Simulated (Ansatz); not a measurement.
# PbF2: band gap under strain

How does strain move the band edges of PbF2 in the fluorite structure, and do the functionals agree on it? States: no strain; +2.5 % biaxial strain in x and y, free along z; +5.0 % strain along x alone.

The runs shown are made with Ansatz 0.2.0. PAW datasets, plane waves. (Simulation; spin polarisation is off.)

### Step 1. Starting point

The unstrained cell was relaxed with r2SCAN; in each strained cell the atoms were relaxed again with r2SCAN. Names of k-points are those of the unstrained zone, where strain can split equivalent points. First state: no strain.

Space group Fm-3m (No. 225), cubic; conventional cell a = 5.921 Å, 17.30 Å³ an atom. Near Pb stand 8 F at 2.56 Å; near F stand 4 Pb at 2.56 Å.

Structure file:

```
Pb F
1.0
     0.00000    2.96044    2.96044
     2.96044    0.00000    2.96044
     2.96044    2.96044    0.00000
Pb F
1 2
Direct
  0.00000 0.00000 0.00000
  0.25000 0.25000 0.25000
  0.75000 0.75000 0.75000
```

### Step 2. No strain: PBE

Contents of input.yaml:

```yaml
crystal:
  lattice:
    - [0.0, 2.9604388882, 2.9604388882]
    - [2.9604388882, 0.0, 2.9604388882]
    - [2.9604388882, 2.9604388882, 0.0]
  atoms:
    - { symbol: Pb, position: [0.0, 0.0, 0.0] }
    - { symbol: F, position: [0.25, 0.25, 0.25] }
    - { symbol: F, position: [0.75, 0.75, 0.75] }
kpoints:
  mp_grid: { grid: [8, 8, 8] }
  band_path:
    path:
      - [0.0, 0.0, 0.0]
      - [0.5, 0.0, 0.5]
      - [0.625, 0.25, 0.625]
      - [0.375, 0.375, 0.75]
      - [0.5, 0.5, 0.5]
      - [0.5, 0.25, 0.75]
      - [0.25, -0.5, -0.25]
      - [0.0, 0.5, 0.5]
    npoints: 1
hamiltonian:
  xc: pbe
scf:
  occupations: { method: fermi_dirac, width: 0.02 }
  n_extra_bands: 4
output:
  forces: true
  stress: true
  eigenvalues: true
```

On the command line:

```console
$ ansatz run input.yaml --threads 2 --pin off --max-ram 2211MiB --backend cpu --events-out ev --progress --plain --runs-dir out
```

Further steps of the session: No strain: r2SCAN; No strain: HSE06; +2.5 % biaxial strain in x and y, free along z: PBE; +2.5 % biaxial strain in x and y, free along z: r2SCAN; +2.5 % biaxial strain in x and y, free along z: HSE06; +5.0 % strain along x alone: PBE; +5.0 % strain along x alone: r2SCAN; +5.0 % strain along x alone: HSE06.

Q: Predict the outcome of this session.

**Answer**, as computed:

Least gap in eV (negative: overlap), with the change from the unstrained cell in brackets:

| state | volume change (%) | PBE | r2SCAN | HSE06 |
| --- | --- | --- | --- | --- |
| no strain | +0.0 | 4.42 | 4.93 | 5.73 |
| +2.5 % biaxial strain in x and y, free along z | +2.4 | 4.24 (-0.18) | 4.74 (-0.19) | 5.55 (-0.18) |
| +5.0 % strain along x alone | +5.0 | 4.29 (-0.13) | 4.80 (-0.13) | 5.62 (-0.11) |

With HSE06, of the states in the table +2.5 % biaxial strain in x and y, free along z shifts the gap most, by -0.176 eV. PBE and HSE06 differ by 1.31 eV on the unstrained gap, and by at most 0.02 eV on its change: the two disagree on the size of the gap but agree on its response to strain. Spin-orbit coupling is left out of the table, though the cell holds Pb (Z = 82); in an element this heavy it can shift bands and gaps by tenths of an eV.
